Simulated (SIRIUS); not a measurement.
Wanted: the native input for a SIRIUS 7.12.0 run.

* Task: single point
* Functional: BP86
* Potentials or basis: PseudoDojo 0.4.1 PBE standard (scalar relativistic)
* Cutoff: 1152 eV
* Density cutoff: 4606 eV
* k mesh: 8 × 8 × 7
* Occupations: fermi-dirac, width 0.05 eV
* Spin: no spin polarisation
* Libxc names: ["XC_GGA_X_B88", "XC_GGA_C_P86"]
* Energy tol: 1e-08 Ha
* Density tol: 1e-06
* Mixer: anderson
* Mixing beta: 0.7
* Max scf: 100
* Radial cutoff for the potentials' integrals: 6.5 bohr

MgB2:

```xyz
3
Lattice="3.0850 0.0000 0.0000 -1.5425 2.6717 0.0000 0.0000 0.0000 3.5230" Properties=species:S:1:pos:R:3 pbc="T T T"
Mg    0.0000    0.0000    0.0000
B     1.5425    0.8906    1.7615
B     0.0000    1.7811    1.7615
```

One way to write it, as run:

sirius.json

```json
{
  "control": {
    "processing_unit": "cpu",
    "verbosity": 2,
    "num_bands_to_print": 15,
    "print_forces": true,
    "print_stress": true
  },
  "parameters": {
    "electronic_structure_method": "pseudopotential",
    "xc_functionals": ["XC_GGA_X_B88", "XC_GGA_C_P86"],
    "gk_cutoff": 9.2,
    "pw_cutoff": 18.4,
    "ngridk": [8, 8, 7],
    "shiftk": [0, 0, 0],
    "smearing": "fermi_dirac",
    "smearing_width": 0.0018374661,
    "num_bands": 15,
    "num_mag_dims": 0,
    "num_dft_iter": 100,
    "energy_tol": 1e-08,
    "density_tol": 1e-06
  },
  "iterative_solver": {
    "type": "davidson",
    "min_tolerance": 1e-10
  },
  "mixer": {
    "type": "anderson",
    "beta": 0.7,
    "max_history": 8
  },
  "settings": {
    "tol_ne": 1e-10,
    "pseudo_grid_cutoff": 6.5
  },
  "unit_cell": {
    "lattice_vectors": [
      [5.829805094471, 0.0, 0.0],
      [-2.914902547235, 5.048759310971, 0.0],
      [0.0, 0.0, 6.657505137057]
    ],
    "atom_coordinate_units": "lattice",
    "atom_types": ["Mg", "B"],
    "atom_files": {
      "B": "B.json",
      "Mg": "Mg.json"
    },
    "atoms": {
      "Mg": [
        [0.0, 0.0, 0.0]
      ],
      "B": [
        [0.6666666667, 0.3333333333, 0.5],
        [0.3333333333, 0.6666666667, 0.5]
      ]
    }
  }
}
```

Potentials or basis: PseudoDojo 0.4.1 PBE standard (scalar relativistic).

The run is started by

```console
$ upf_to_json B.upf
$ upf_to_json Mg.upf
$ OMP_NUM_THREADS=1 sirius.scf --input=sirius.json --output=out.json --task=0
```

Results of the run:

- Pressure: 0.3 GPa
- Band gap on the k mesh: none (metal or under the smearing width)

Caveat: the potentials were made for another functional, which shifts forces and pressure.

Run time: 35 s on 1 thread of Intel(R) Xeon(R) Platinum 8488C (Sapphire Rapids), with other jobs on the host, peak memory 0.23 GiB.
